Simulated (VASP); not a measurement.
# From VASP inputs to Ansatz: BAs (zincblende)

INCAR, step 1 (PBE orbitals to start from)

```
NELM = 120
PREC = Accurate
LCHARG = .FALSE.
ISMEAR = 0
EDIFF = 1E-5
LREAL = .FALSE.
ENCUT = 520
LASPH = .TRUE.
LWAVE = .TRUE.
NBANDS = 11
GGA = PE
SIGMA = 0.01
```

INCAR, step 2

```
LHFCALC = .TRUE.
NSW = 0
LREAL = .FALSE.
ISTART = 1
EDIFF = 1E-7
PRECFOCK = Fast
LWAVE = .FALSE.
ALGO = Normal
IBRION = -1
LCHARG = .FALSE.
HFSCREEN = 0.2079
PREC = Accurate
GGA = PE
ISIF = 2
ENCUT = 520
ISMEAR = 0
NBANDS = 11
NELM = 120
LASPH = .TRUE.
SIGMA = 0.01
AEXX = 0.25
```

KPOINTS

```
KPOINTS created by Atomic Simulation Environment
0
Gamma
6 6 6
0 0 0
```

KPOINTS_OPT

```
special points
7
Reciprocal
0.0000000000 0.0000000000 0.0000000000 1
0.5000000000 0.0000000000 0.5000000000 1
0.5000000000 0.2500000000 0.7500000000 1
0.3750000000 0.3750000000 0.7500000000 1
0.5000000000 0.5000000000 0.5000000000 1
0.6250000000 0.2500000000 0.6250000000 1
0.0000000000 0.4000000000 0.4000000000 1
```

POSCAR

```
B  As
 1.0000000000000000
     0.0000000000000000    2.3918676084804957    2.3918676084804957
     2.3918676084804957    0.0000000000000000    2.3918676084804957
     2.3918676084804957    2.3918676084804957    0.0000000000000000
 B   As
   1   1
Cartesian
  0.0000000000000000 -0.0000000000000000 -0.0000000000000000
  1.1959338042402479  1.1959338042402479  1.1959338042402479
```

VASP ran with the recommended PBE PAW datasets (8 valence electrons in the cell).

Question: Write an Ansatz input for this cell and level of theory.

Answer: 

```yaml
crystal:
  lattice:
    - [0.0, 2.3918676085, 2.3918676085]
    - [2.3918676085, 0.0, 2.3918676085]
    - [2.3918676085, 2.3918676085, 0.0]
  atoms:
    - { symbol: B, position: [0.0, 0.0, 0.0] }
    - { symbol: As, position: [0.25, 0.25, 0.25] }
kpoints:
  mp_grid: { grid: [6, 6, 6] }
  band_path:
    path:
      - [0.0, 0.0, 0.0]
      - [0.5, 0.0, 0.5]
      - [0.5, 0.25, 0.75]
      - [0.375, 0.375, 0.75]
      - [0.5, 0.5, 0.5]
      - [0.625, 0.25, 0.625]
      - [0.0, 0.4, 0.4]
    npoints: 1
hamiltonian:
  xc: hse06
scf:
  occupations: { method: fixed }
  n_extra_bands: 4
output:
  forces: true
  stress: true
  eigenvalues: true
```

Other inputs would serve too.

```json
{"": "gap between bands v and c", "VASP": "1.84 eV", "Ansatz": "1.83 eV"}
{"": "least direct gap", "VASP": "4.11 eV", "Ansatz": "4.11 eV"}
{"": "pressure", "VASP": "-1.2 GPa", "Ansatz": "-1.1 GPa"}
```

Each program uses its own PAW datasets. VASP's cell holds 8 valence electrons and Ansatz's 18. Ansatz's stress includes a Pulay correction; VASP's doesn't.
